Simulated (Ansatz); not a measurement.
A run of Ansatz 0.2.0:

input.yaml

```yaml
crystal:
  lattice:
    - [0.0, 2.57195, 2.57195]
    - [2.57195, 0.0, 2.57195]
    - [2.57195, 2.57195, 0.0]
  atoms:
    - { symbol: Eu, position: [0.0, 0.0, 0.0], spin: 7.0 }
    - { symbol: O, position: [0.5, 0.5, 0.5] }
kpoints:
  mp_grid: { grid: [9, 9, 9] }
scf:
  occupations: { method: fermi_dirac, width: 0.05 }
hamiltonian:
  xc: pbe
  pseudopotentials: { kind: all_electron, lapw: { basis_error: 0.001 } }
magnetization:
  spin_polarized: true
output:
  forces: true
  stress: true
  eigenvalues: true
  populations: true
```

Potentials or basis: all-electron LAPW, scalar-relativistic.

Command:

```bash
$ ansatz run input.yaml --threads 2 --pin off --max-ram 6144MiB --backend cpu --events-out ev --progress --plain --runs-dir out
```

Hardware: 2 threads of Intel(R) Xeon(R) Platinum 8488C (Sapphire Rapids), on a shared host.

**Question.** Estimate the wall time of this run.

**Answer.** It took 21 s on 2 threads of Intel(R) Xeon(R) Platinum 8488C (Sapphire Rapids), with other jobs on the host, peak memory 0.53 GiB. Counts: scf iterations 15, plane waves 387, k points 35, bands 28.
